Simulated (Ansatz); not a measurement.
# ZrO2: the cost of one run

Method: DFT PBE, scalar-relativistic, plane waves, PAW, in Ansatz 0.2.0.

### Step 1. The system as given

The structure is tetragonal, space group P4_2/nmc (No. 137). The conventional cell has a = 3.596 Å, b = 3.596 Å, c = 5.177 Å, α = 90.00°, β = 90.00°, γ = 90.00°. Zr (site symmetry -4m2) is surrounded by 8 O at 2.08 to 2.37 Å. Around O (site symmetry 2mm) lie 4 Zr at 2.08 to 2.37 Å.

Structure file:

```cif
data_structure
_symmetry_space_group_name_H-M 'P 1'
_symmetry_Int_Tables_number 1
_cell_length_a 7.2571
_cell_length_b 7.2571
_cell_length_c 10.1713
_cell_angle_alpha 90.000
_cell_angle_beta 90.000
_cell_angle_gamma 91.020
_cell_volume 535.59
loop_
_atom_site_label
_atom_site_type_symbol
_atom_site_fract_x
_atom_site_fract_y
_atom_site_fract_z
_atom_site_occupancy
Zr1 Zr 0.00000 0.00000 0.00000 1
Zr2 Zr 0.50000 0.50000 0.00000 1
Zr3 Zr 0.75000 0.75000 0.75000 1
Zr4 Zr 0.25000 0.25000 0.75000 1
Zr5 Zr 0.50000 0.50000 0.50000 1
Zr6 Zr 0.00000 0.00000 0.50000 1
Zr7 Zr 0.25000 0.25000 0.25000 1
Zr8 Zr 0.75000 0.75000 0.25000 1
Zr9 Zr 0.75000 0.25000 0.75000 1
Zr10 Zr 0.25000 0.75000 0.75000 1
Zr11 Zr 0.50000 0.00000 0.50000 1
Zr12 Zr 0.00000 0.50000 0.50000 1
Zr13 Zr 0.25000 0.75000 0.25000 1
Zr14 Zr 0.75000 0.25000 0.25000 1
Zr15 Zr 0.00000 0.50000 0.00000 1
Zr16 Zr 0.50000 0.00000 0.00000 1
O1 O 0.77350 0.97650 0.87500 1
O2 O 0.27350 0.47650 0.87500 1
O3 O 0.52350 0.72650 0.62500 1
O4 O 0.02350 0.22650 0.62500 1
O5 O 0.27350 0.47650 0.37500 1
O6 O 0.77350 0.97650 0.37500 1
O7 O 0.02350 0.22650 0.12500 1
O8 O 0.52350 0.72650 0.12500 1
O9 O 0.52350 0.22650 0.87500 1
O10 O 0.02350 0.72650 0.87500 1
O11 O 0.27350 0.97650 0.62500 1
O12 O 0.77350 0.47650 0.62500 1
O13 O 0.02350 0.72650 0.37500 1
O14 O 0.52350 0.22650 0.37500 1
O15 O 0.77350 0.47650 0.12500 1
O16 O 0.27350 0.97650 0.12500 1
O17 O 0.97650 0.27350 0.87500 1
O18 O 0.47650 0.77350 0.87500 1
O19 O 0.72650 0.02350 0.62500 1
O20 O 0.22650 0.52350 0.62500 1
O21 O 0.47650 0.77350 0.37500 1
O22 O 0.97650 0.27350 0.37500 1
O23 O 0.22650 0.52350 0.12500 1
O24 O 0.72650 0.02350 0.12500 1
O25 O 0.72650 0.52350 0.87500 1
O26 O 0.22650 0.02350 0.87500 1
O27 O 0.47650 0.27350 0.62500 1
O28 O 0.97650 0.77350 0.62500 1
O29 O 0.22650 0.02350 0.37500 1
O30 O 0.72650 0.52350 0.37500 1
O31 O 0.97650 0.77350 0.12500 1
O32 O 0.47650 0.27350 0.12500 1
```

The runs take a perfect supercell of 48 atoms; the defect goes to fractional position (0.000, 0.000, 0.000).

### Step 2. The perfect supercell

The input, input.yaml:

```yaml
crystal:
  lattice:
    - [3.5961, -3.5961, -5.177]
    - [3.5961, -3.5961, 5.177]
    - [-7.1922, -7.1922, 0.0]
  atoms:
    - { symbol: Zr, position: [0.0, 0.0, 0.0] }
    - { symbol: Zr, position: [0.5, 0.5, 0.0] }
    - { symbol: Zr, position: [0.75, 0.75, 0.75] }
    - { symbol: Zr, position: [0.25, 0.25, 0.75] }
    - { symbol: Zr, position: [0.5, 0.5, 0.5] }
    - { symbol: Zr, position: [0.0, 0.0, 0.5] }
    - { symbol: Zr, position: [0.25, 0.25, 0.25] }
    - { symbol: Zr, position: [0.75, 0.75, 0.25] }
    - { symbol: Zr, position: [0.75, 0.25, 0.75] }
    - { symbol: Zr, position: [0.25, 0.75, 0.75] }
    - { symbol: Zr, position: [0.5, 0.0, 0.5] }
    - { symbol: Zr, position: [0.0, 0.5, 0.5] }
    - { symbol: Zr, position: [0.25, 0.75, 0.25] }
    - { symbol: Zr, position: [0.75, 0.25, 0.25] }
    - { symbol: Zr, position: [0.0, 0.5, 0.0] }
    - { symbol: Zr, position: [0.5, 0.0, 0.0] }
    - { symbol: O, position: [0.7735, 0.9765, 0.875] }
    - { symbol: O, position: [0.2735, 0.4765, 0.875] }
    - { symbol: O, position: [0.5235, 0.7265, 0.625] }
    - { symbol: O, position: [0.0235, 0.2265, 0.625] }
    - { symbol: O, position: [0.2735, 0.4765, 0.375] }
    - { symbol: O, position: [0.7735, 0.9765, 0.375] }
    - { symbol: O, position: [0.0235, 0.2265, 0.125] }
    - { symbol: O, position: [0.5235, 0.7265, 0.125] }
    - { symbol: O, position: [0.5235, 0.2265, 0.875] }
    - { symbol: O, position: [0.0235, 0.7265, 0.875] }
    - { symbol: O, position: [0.2735, 0.9765, 0.625] }
    - { symbol: O, position: [0.7735, 0.4765, 0.625] }
    - { symbol: O, position: [0.0235, 0.7265, 0.375] }
    - { symbol: O, position: [0.5235, 0.2265, 0.375] }
    - { symbol: O, position: [0.7735, 0.4765, 0.125] }
    - { symbol: O, position: [0.2735, 0.9765, 0.125] }
    - { symbol: O, position: [0.9765, 0.2735, 0.875] }
    - { symbol: O, position: [0.4765, 0.7735, 0.875] }
    - { symbol: O, position: [0.7265, 0.0235, 0.625] }
    - { symbol: O, position: [0.2265, 0.5235, 0.625] }
    - { symbol: O, position: [0.4765, 0.7735, 0.375] }
    - { symbol: O, position: [0.9765, 0.2735, 0.375] }
    - { symbol: O, position: [0.2265, 0.5235, 0.125] }
    - { symbol: O, position: [0.7265, 0.0235, 0.125] }
    - { symbol: O, position: [0.7265, 0.5235, 0.875] }
    - { symbol: O, position: [0.2265, 0.0235, 0.875] }
    - { symbol: O, position: [0.4765, 0.2735, 0.625] }
    - { symbol: O, position: [0.9765, 0.7735, 0.625] }
    - { symbol: O, position: [0.2265, 0.0235, 0.375] }
    - { symbol: O, position: [0.7265, 0.5235, 0.375] }
    - { symbol: O, position: [0.9765, 0.7735, 0.125] }
    - { symbol: O, position: [0.4765, 0.2735, 0.125] }
basis:
  ecutwfc: 420
  fft_grid_basis: typed
kpoints:
  mp_grid: { grid: [2, 2, 1] }
hamiltonian:
  xc: pbe
  pseudopotentials: { kind: paw }
scf:
  occupations: { method: gaussian, width: 0.05 }
output:
  forces: true
  stress: false
  eigenvalues: true
  bader: false
  write_density: true
  volumetric_format: npy
```

On the command line:

```bash
> ansatz run input.yaml --threads 4 --pin off --max-ram 10240MiB --backend cpu --events-out ev --progress --plain --runs-dir out
```

**Question.** How long does this run take on 4 threads of Arm Neoverse V1, shared host, and how much memory does it need?

About 6.2 s, with a peak of 2 GiB.
